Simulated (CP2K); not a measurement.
# GaN: equation of state with LDA

Crystal: GaN.

```xyz
2
Lattice="3.0197 0.0000 0.0000 1.5098 2.6151 0.0000 1.5098 0.8717 2.4656" Properties=species:S:1:pos:R:3 pbc="T T T"
Ga    0.0000    0.0000    0.0000
N     3.0197    1.7434    1.2328
```

Measurements of this composition are mostly on another form, of space group No. 186.

- Program: CP2K 2026.2
- Task: equation of state
- Functional: LDA
- Potentials or basis: GTH_POTENTIALS Ga GTH-PADE-q13, N GTH-PADE-q5; TZVP-MOLOPT-PBE-GTH basis
- Density cutoff: 6123 eV
- k mesh: 11 × 11 × 11
- Occupations: fermi-dirac, width 0.1 eV
- Spin: no spin polarisation
- SCF solver: diagonalisation with k points
- Quickstep method: GPW
- EPS_DEFAULT: 1.0E-9
- EPS_SCF: 1.0E-6
- MAX_SCF: 100
- SCF_GUESS: ATOMIC
- k points reduced by the point group: yes
- Mesh centred on Gamma: yes
- CHOLESKY: OFF
- EPS_EIGVAL: 1.0E-7
- MIXING METHOD: BROYDEN_MIXING
- MIXING ALPHA: 0.4
- NBUFFER: 8
- NGRIDS: 5
- Basis sets: Ga TZVP-MOLOPT-PBE-GTH-q13, N TZVP-MOLOPT-PBE-GTH-q5
- Potentials: Ga GTH-PADE-q13 of GTH_POTENTIALS, N GTH-PADE-q5 of GTH_POTENTIALS
- ADDED_MOS: [10]
- REL_CUTOFF (Ry): 60 Ry
- MIXING BETA (1/bohr): 1.5 1/bohr
- CUTOFF of the grids: 450 Ry

The equilibrium volume is 9.28 Å³/atom, the bulk modulus is 241 GPa and the pressure derivative of the bulk modulus is 4.7.

Energy against volume, from the lowest point:
```tsv
volume (Å³/atom)	energy (meV/atom)
9.151	1.12
9.346	0.00
9.540	4.79
9.735	14.83
9.930	29.51
10.124	48.33
10.319	70.79
```

All runs of the series together: 8.4 min on 1 thread of AMD EPYC 9R45 96-Core Processor (Zen 5), on a shared host.

Caveat: the basis of atomic orbitals isn't converged, which shifts pressures, moduli and gaps.
